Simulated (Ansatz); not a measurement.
Crystal: BP.

```xyz
2
Lattice="0.0000 2.2690 2.2690 2.2690 0.0000 2.2690 2.2690 2.2690 0.0000" Properties=species:S:1:pos:R:3 pbc="T T T"
P     3.4035    3.4035    3.4035
B     0.0000    0.0000    0.0000
```

Base run:

```yaml
Program: Ansatz 0.2.0
Functional: HISS
Potentials_or_basis: Ansatz PAW
Cutoff: "420 eV (not typed: the program's choice for these potentials)"
k_mesh: 6 × 6 × 6
Occupations: fermi-dirac, width 0.05 eV
Spin: no spin polarisation
```

Its results: band gap on the k mesh 2.46 eV, indirect (least direct gap 4.84 eV); pressure -3.3 GPa.

**Question.** The run is repeated on the same cell with these changes: functional from HISS to revPBE0. What comes out?

**Answer.** Band gap on the k mesh 2.77 eV, indirect (least direct gap 5.03 eV); pressure 0.1 GPa.

Caveats: the k mesh misses the band edges, so the gap on the mesh is wider than the one along the path; the PAW data sets come from PBE, with cores solved anew for the run's functional, which leaves a small shift of forces and pressure; the thresholds are loose for stress.
